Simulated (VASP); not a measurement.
Input of a VASP 6.6.1 run:

The input POSCAR:

```
TiSe2                                   
1.0
    3.4745717031      0.0000000000      0.0000000000
   -1.7372858516      3.0090673643      0.0000000000
    0.0000000000      0.0000000000     21.0644416000
  Se              Ti            
     2     1
Direct
     0.6666666699999979    0.3333333300000021    0.4253316808947432
     0.3333333300000021    0.6666666699999979    0.5746683191052568
     0.0000000000000000    0.0000000000000000    0.5000000000000000
```

The input INCAR.step1:

```
PREC     = Accurate       # precision mode
ENCUT    = 520            # plane-wave cutoff, eV
EDIFF    = 1E-5           # SCF threshold, eV
ISMEAR   = 0              # smearing method
SIGMA    = 0.03           # smearing width, eV
LREAL    = False          # projectors in reciprocal space
LASPH    = True           # aspherical terms in the spheres
NELM     = 80             # most SCF steps
ALGO     = Normal         # electronic algorithm
ISIF     = 2              # what is computed and relaxed
LWAVE    = True           # write WAVECAR
LCHARG   = False          # write CHGCAR
LMAXMIX  = 4              # l up to which the mixer works
LDIPOL   = True         
IDIPOL   = 3            
DIPOL    = 0.5 0.5 0.500
NBANDS   = 19             # bands
LVHAR    = True         
LVACPOTAV= True         
KPAR     = 4            
GGA      = PE             # functional
```

Contents of INCAR.step2:

```
PREC     = Accurate       # precision mode
ENCUT    = 520            # plane-wave cutoff, eV
EDIFF    = 1E-7           # SCF threshold, eV
ISMEAR   = 0              # smearing method
SIGMA    = 0.03           # smearing width, eV
LREAL    = False          # projectors in reciprocal space
LASPH    = True           # aspherical terms in the spheres
NELM     = 80             # most SCF steps
ALGO     = Normal         # electronic algorithm
ISIF     = 2              # what is computed and relaxed
LWAVE    = False          # write WAVECAR
LCHARG   = False          # write CHGCAR
LMAXMIX  = 4              # l up to which the mixer works
LDIPOL   = True         
IDIPOL   = 3            
DIPOL    = 0.5 0.5 0.500
GGA      = PE             # functional
LHFCALC  = True           # exact exchange
HFSCREEN = 0.2            # screening, 1/A
PRECFOCK = Fast         
NBANDS   = 19             # bands
LVHAR    = True         
LVACPOTAV= True         
KPAR     = 4            
ISTART   = 1
```

The input KPOINTS:

```
regular mesh
0
Gamma
  9 9 1
```

Contents of KPOINTS_OPT:

```
explicit points
3
Reciprocal
 0.0000000000  0.0000000000  0.0000000000 1
 0.5000000000  0.0000000000  0.0000000000 1
 0.3333333300  0.3333333300  0.0000000000 1
```

Potentials or basis: VASP PAW PBE potentials, release 64 (Se, Ti_sv).

Command:

```bash
$ cat potpaw_PBE.64/Se/POTCAR potpaw_PBE.64/Ti_sv/POTCAR > POTCAR
$ cp INCAR.step1 INCAR
$ mpirun -np 4 vasp_std > vasp.out
$ cp INCAR.step2 INCAR
$ mpirun -np 4 vasp_std > vasp.out
```

Task: Predict the band gap along the path.

Result: None (metal or under the smearing width).

Task: What does it give for the work function of the upper face?

Result: 5.18 eV.

Task: Predict the work function of the lower face.

Result: 5.18 eV.

Task: What does it give for the largest force?

Result: 0.386 eV/Å.

Forces on the atoms (eV/Å):
```
Se   0.000  0.000  0.386
Se   0.000  0.000 -0.386
Ti   0.000  0.000  0.000
```

Caveat: the PAW data sets were made with another functional, which shifts forces and pressure a little.
